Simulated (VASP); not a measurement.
# MgO (Periclase) (Fm-3m) in VASP: further runs

The runs below take MgO (Periclase) through relaxation of the atoms, with LDA.

Everything below comes from runs of VASP 6.6.1. Logs are shortened: lines on timing, memory, paths and dates and some standing lists are left out, and cuts for length are marked.

**Measured values to compare with.**

“Electronic structure of alkaline earth and post-transition metal oxides”, 2009, arxiv:0908.1581 quotes, for a bulk crystal of MgO: band gap 7.83 eV.

How close the calculation comes is told below.

### Step 1. The crystal as given

It takes space group Fm-3m (No. 225, cubic). Conventional cell: a = 4.143 Å, b = 4.143 Å, c = 4.143 Å, α = 90.00°, β = 90.00°, γ = 90.00°. Mg (site symmetry m-3m) has 6 O at 2.07 Å as nearest neighbours. O (site symmetry m-3m) has 6 Mg at 2.07 Å as nearest neighbours.

### Step 2. Relaxation of the atoms, LDA

The input, INCAR:

```
  PREC = Accurate
  ENCUT = 600
  EDIFF = 1E-7
  ISMEAR = 0
  SIGMA = 0.03
  LREAL = F
  LASPH = T
  NELM = 80
  ALGO = Normal
  ISIF = 2
  LWAVE = F
  LCHARG = F
  GGA = CA
  IBRION = 2
  NSW = 40
  EDIFFG = -0.01
```

The input, KPOINTS:

```
regular mesh
0
Gamma
  12 12 12
```

The input, POSCAR:

```
MgO                                     
1.0
    0.0000000000      2.0716355029      2.0716355029
    2.0716355029      0.0000000000      2.0716355029
    2.0716355029      2.0716355029      0.0000000000
  Mg              O             
     1     1
Direct
     0.0000000000000000    0.0000000000000000    0.0000000000000000
     0.5000000000000000    0.5000000000000000    0.5000000000000000
```

Potentials or basis: VASP PAW LDA potentials, release 64 (Mg, O).

Launch:

```
> cat potpaw_LDA.64/Mg/POTCAR potpaw_LDA.64/O/POTCAR > POTCAR
> mpirun -np 1 vasp_std > vasp.out
```

OUTCAR:

```text
PREC = Accurate
   ENCUT = 600
   EDIFF = 1E-7
   ISMEAR = 0
   LREAL = F
   LASPH = T
   NELM = 80
   ISIF = 2
   GGA = CA
   IBRION = 2
   NSW = 40
   EDIFFG = -0.01

 ion  position               nearest neighbor table
   1  0.000  0.000  0.000-   2 2.07   2 2.07   2 2.07   2 2.07   2 2.07   2 2.07
   2  0.500  0.500  0.500-   1 2.07   1 2.07   1 2.07   1 2.07   1 2.07   1 2.07

  LATTYP: Found a face centered cubic cell.
 ALAT       =     4.1432710058

  Lattice vectors:

 A1 = (   0.0000000000,   2.0716355029,   2.0716355029)
 A2 = (   2.0716355029,   0.0000000000,   2.0716355029)
 A3 = (   2.0716355029,   2.0716355029,   0.0000000000)

Analysis of symmetry for initial positions (statically):
=====================================================================
 Subroutine PRICEL returns:
 Original cell was already a primitive cell.

 Routine SETGRP: Setting up the symmetry group for a
 face centered cubic supercell.

 Subroutine GETGRP returns: Found 48 space group operations
 (whereof 48 operations were pure point group operations)
 out of a pool of 48 trial point group operations.

The static configuration has the point symmetry O_h .

Analysis of symmetry for dynamics (positions and initial velocities):
=====================================================================
 Subroutine PRICEL returns:
 Original cell was already a primitive cell.

 Routine SETGRP: Setting up the symmetry group for a
 face centered cubic supercell.

 Subroutine GETGRP returns: Found 48 space group operations
 (whereof 48 operations were pure point group operations)
 out of a pool of 48 trial point group operations.

The dynamic configuration has the point symmetry O_h .

 Subroutine INISYM returns: Found 48 space group operations
 (whereof 48 operations are pure point group operations),
 and found     1 'primitive' translations

----------------------------------------------------------------------------------------

                                     Primitive cell

  volume of cell :      17.7816

  direct lattice vectors                    reciprocal lattice vectors
     0.000000000  2.071635503  2.071635503    -0.241355199  0.241355199  0.241355199
     2.071635503  0.000000000  2.071635503     0.241355199 -0.241355199  0.241355199
     2.071635503  2.071635503  0.000000000     0.241355199  0.241355199 -0.241355199

  length of vectors
     2.929735024  2.929735024  2.929735024     0.418039468  0.418039468  0.418039468

  position of ions in fractional coordinates (direct lattice)
     0.000000000  0.000000000  0.000000000
     0.500000000  0.500000000  0.500000000

  ion indices of the primitive-cell ions
   primitive index   ion index
                 1           1
                 2           2

----------------------------------------------------------------------------------------

 KPOINTS: regular mesh

Automatic generation of k-mesh.
 Grid dimensions read from file:
 generate k-points for:   12   12   12

 Generating k-lattice:

  Cartesian coordinates                     Fractional coordinates (reciprocal lattice)
    -0.020112933  0.020112933  0.020112933     0.083333333  0.000000000  0.000000000
     0.020112933 -0.020112933  0.020112933     0.000000000  0.083333333  0.000000000
     0.020112933  0.020112933 -0.020112933     0.000000000  0.000000000  0.083333333

  Length of vectors
     0.034836622  0.034836622  0.034836622

  Shift w.r.t. Gamma in fractional coordinates (k-lattice)
     0.000000000  0.000000000  0.000000000

 Subroutine IBZKPT returns following result:
 ===========================================

 Found     72 irreducible k-points:

 Following reciprocal coordinates:
            Coordinates               Weight
  0.000000  0.000000  0.000000      1.000000
  0.083333  0.000000  0.000000      8.000000
  0.166667  0.000000  0.000000      8.000000
  0.250000  0.000000  0.000000      8.000000
  0.333333  0.000000  0.000000      8.000000
  0.416667  0.000000  0.000000      8.000000
[... 16 lines left out ...]
  0.500000  0.166667  0.000000     24.000000
 -0.416667  0.166667  0.000000     24.000000
 [... further k-points ...]
   k-points           NKPTS =     72   k-points in BZ     NKDIM =     72   number of bands    NBANDS=      8
   number of dos      NEDOS =    301   number of ions     NIONS =      2
   total plane-waves  NPLWV =  13824
   dimension x,y,z NGX =    24 NGY =   24 NGZ =   24
   dimension x,y,z NGXF=    48 NGYF=   48 NGZF=   48
   ions per type =               1   1
   NGX,Y,Z   is equivalent  to a cutoff of  13.62, 13.62, 13.62 a.u.
   NGXF,Y,Z  is equivalent  to a cutoff of  27.24, 27.24, 27.24 a.u.
 SYSTEM =  unknown system
   PREC   = accura    normal or accurate (medium, high low for compatibility)
   ISTART =      0    job   : 0-new  1-cont  2-samecut
   ICHARG =      2    charge: 1-file 2-atom 10-const
   ISPIN  =      1    spin polarized calculation?
   LNONCOLLINEAR =      F non collinear calculations
   LSORBIT =      F    spin-orbit coupling
   LASPH  =      T    aspherical Exc in radial PAW
   ENCUT  =  600.0 eV  44.10 Ry    6.64 a.u.   5.85  5.85  5.85*2*pi/ulx,y,z
   NELM   =     80;   NELMIN=  2; NELMDL= -5     # of ELM steps
   EDIFF  = 0.1E-06   stopping-criterion for ELM
   LREAL  =      F    real-space projection
   EDIFFG = -.1E-01   stopping-criterion for IOM
   NSW    =     40    number of steps for IOM
   IBRION =      2    ionic relax: 0-MD 1-quasi-New 2-CG
   NFREE  =      1    steps in history (QN), initial steepest desc. (CG)
   ISIF   =      2    stress and relaxation
   ISYM   =      2    0-nonsym 1-usesym 2-fastsym
   POTIM  = 0.5000    time-step for ionic-motion
   TEBEG  =    0.0;   TEEND  =   0.0 temperature during run
   PSTRESS=    0.0 pullay stress
   NELECT =       8.0000    total number of electrons
   NUPDOWN=      -1.0000    fix difference up-down
   EMIN   =  10.00;   EMAX   =-10.00  energy-range for DOS
   EFERMI =   0.00;   METHOD = LEGACY
   ISMEAR =     0;   SIGMA  =   0.03  broadening in eV -4-tet -1-fermi 0-gaus
   EFERMI_NEDOS =   21; number of points for ismear=-14 and -15
   IALGO  =     38    algorithm
   IMIX   =      4    mixing-type and parameters
     AMIX     =   0.40;   BMIX     =  1.00
     AMIX_MAG =   1.60;   BMIX_MAG =  1.00
  volume/ion in A,a.u.               =       8.89        60.00
  Fermi-wavevector in a.u.,A,eV,Ry     =   1.254435  2.370538 21.410224  1.573607
  Thomas-Fermi vector in A             =   2.388240
   LORBIT       =      0    0 simple, 1 ext, 2 COOP (PROOUT), +10 PAW based schemes
   GGA     = CA    functional components
   LHFCALC =     F    Hartree Fock is set to
   AEXX    =    0.0000 exact exchange contribution
   IVDW    =     0    specifies the selected vdW correction
   LEPSILON=     F    determine dielectric tensor
   LRPA    =     F    only Hartree local field effects (RPA)
 conjugate gradient relaxation of ions
 non-spin polarized calculation
 Gauss-broadening in eV      SIGMA  =   0.03
  energy-cutoff  :      600.00
  volume of cell :       17.78
 maximum number of plane-waves:       609
   NGX = 11   NGY = 11   NGZ = 11

 number of electron       7.9999999 magnetization

 Free energy of the ion-electron system (eV)
  ---------------------------------------------------
  ext. energy  EPLUGINS =         0.00000000
  ---------------------------------------------------
  free energy    TOTEN  =       -13.44886913 eV

  energy without entropy =      -13.44886913  energy(sigma->0) =      -13.44886913

 E-fermi :   3.4000     XC(G=0): -11.8322

 val. band max:        3.2632377135   @ k =   0.0000   0.0000   0.0000
 cond. band min:       8.4183394360   @ k =   0.0000   0.0000   0.0000
 fundamental gap:      5.1551017225
 Fermi energy:         3.4000270624

 k-point     1 :       0.0000    0.0000    0.0000
  band No.  band energies     occupation
      1     -14.0045      2.00000
      2       3.2632      2.00000
      3       3.2632      2.00000
      4       3.2632      2.00000
      5       8.4183      0.00000
      6      19.0590      0.00000
      7      19.0590      0.00000
      8      19.0590      0.00000

 k-point     2 :       0.0833    0.0000    0.0000
  band No.  band energies     occupation
      1     -13.9209      2.00000
      2       2.7817      2.00000
      3       3.2105      2.00000
      4       3.2105      2.00000
      5       8.8653      0.00000
      6      18.1084      0.00000
      7      19.2422      0.00000
      8      19.2422      0.00000

 k-point     3 :       0.1667    0.0000    0.0000
  band No.  band energies     occupation
      1     -13.6837      2.00000
      2       1.6975      2.00000
      3       3.0695      2.00000
      4       3.0695      2.00000
      5       9.8137      0.00000
      6      16.7551      0.00000
      7      19.6837      0.00000
      8      19.6837      0.00000

 k-point     4 :       0.2500    0.0000    0.0000
  band No.  band energies     occupation
      1     -13.3349      2.00000
      2       0.4737      2.00000
      3       2.8847      2.00000
      4       2.8847      2.00000
      5      10.7021      0.00000
      6      15.9280      0.00000
      7      20.0298      0.00000
      8      20.0298      0.00000

 k-point     5 :       0.3333    0.0000    0.0000
  band No.  band energies     occupation
      1     -12.9508      2.00000
      2      -0.6196      2.00000
      3       2.7081      2.00000
      4       2.7081      2.00000
      5      11.1869      0.00000
      6      15.7965      0.00000
      7      20.0081      0.00000
      8      20.0081      0.00000
[... 177 lines left out ...]
 k-point    22 :       0.4167    0.1667    0.0000
  band No.  band energies     occupation
      1     -12.6794      2.00000
      2      -0.7266      2.00000
      3       1.9800      2.00000
      4       2.3741      2.00000
      5      12.3156      0.00000
      6      15.1648      0.00000
      7      18.1091      0.00000
      8      20.6296      0.00000

 k-point    23 :       0.5000    0.1667    0.0000
  band No.  band energies     occupation
      1     -12.4575      2.00000
      2      -1.1807      2.00000
      3       1.7024      2.00000
      4       2.3447      2.00000
      5      12.4327      0.00000
      6      15.7429      0.00000
      7      17.7322      0.00000
      8      20.4980      0.00000

 k-point    24 :      -0.4167    0.1667    0.0000
  band No.  band energies     occupation
      1     -12.4227      2.00000
      2      -1.2331      2.00000
      3       1.5563      2.00000
      4       2.4043      2.00000
      5      12.4920      0.00000
      6      15.9171      0.00000
      7      17.6897      0.00000
      8      20.4535      0.00000

 [... further k-points ...]

------------------------ aborting loop because EDIFF is reached ----------------------------------------

  FORCE on cell =-STRESS in cart. coord.  units (eV):
  Direction    XX          YY          ZZ          XY          YZ          ZX
  --------------------------------------------------------------------------------------
  -------------------------------------------------------------------------------------
  Total        0.0079174      0.0079174      0.0079174     -0.0000000     -0.0000000      0.0000000
  in kB        0.7133823      0.7133823      0.7133823     -0.0000000     -0.0000000      0.0000000
  external PRESSURE =       0.7133823 kB  Pullay stress =       0.0000000 kB

 VOLUME and BASIS-vectors are now :
 -----------------------------------------------------------------------------
  energy-cutoff  :      600.00
  volume of cell :       17.78
      direct lattice vectors                 reciprocal lattice vectors
     0.000000000  2.071635503  2.071635503    -0.241355199  0.241355199  0.241355199
     2.071635503  0.000000000  2.071635503     0.241355199 -0.241355199  0.241355199
     2.071635503  2.071635503  0.000000000     0.241355199  0.241355199 -0.241355199

 POSITION                                       TOTAL-FORCE (eV/Angst)
 -----------------------------------------------------------------------------------
      0.00000      0.00000      0.00000         0.000000      0.000000     -0.000000
      2.07164      2.07164      2.07164        -0.000000     -0.000000      0.000000
 -----------------------------------------------------------------------------------
    total drift:                               -0.000000     -0.000000      0.000000

  FREE ENERGIE OF THE ION-ELECTRON SYSTEM (eV)
  ---------------------------------------------------
  free  energy   TOTEN  =       -13.4488691272 eV

  energy  without entropy=      -13.4488691272  energy(sigma->0) =      -13.44886913

 reached required accuracy - stopping structural energy minimisation
```

Run time: 19 s. Hardware: 1 thread of AMD EPYC 7R43 (Zen 3), shared host; peak memory 0.1 GiB.

Results:

* Free energy: -13.4489 eV
* Pressure after relaxing: 0.1 GPa
* Band gap on the k mesh: 5.16 eV, direct

Final structure:
```yaml
crystal:
  lattice:
    - [0.00000, 2.07164, 2.07164]
    - [2.07164, 0.00000, 2.07164]
    - [2.07164, 2.07164, 0.00000]
  atoms:
    - { symbol: Mg, position: [0.00000, 0.00000, 0.00000] }
    - { symbol: O, position: [0.50000, 0.50000, 0.50000] }
```

Levels at points of the mesh, in eV from the valence-band top:
| k point | band 2 | band 3 | band 4 | band 5 | band 6 | band 7 |
| --- | --- | --- | --- | --- | --- | --- |
| (0.00, 0.00, 0.00) | 0.00 | 0.00 | 0.00 | 5.16 | 15.80 | 15.80 |
| (0.50, 0.00, 0.00) | -4.92 | -0.72 | -0.72 | 8.05 | 12.96 | 16.51 |
| (0.50, 0.50, 0.00) | -4.36 | -1.44 | -1.44 | 8.94 | 10.25 | 13.42 |

Caveat: the relaxation stopped at its first step, so nothing moved.

[end of part 1 of 2]
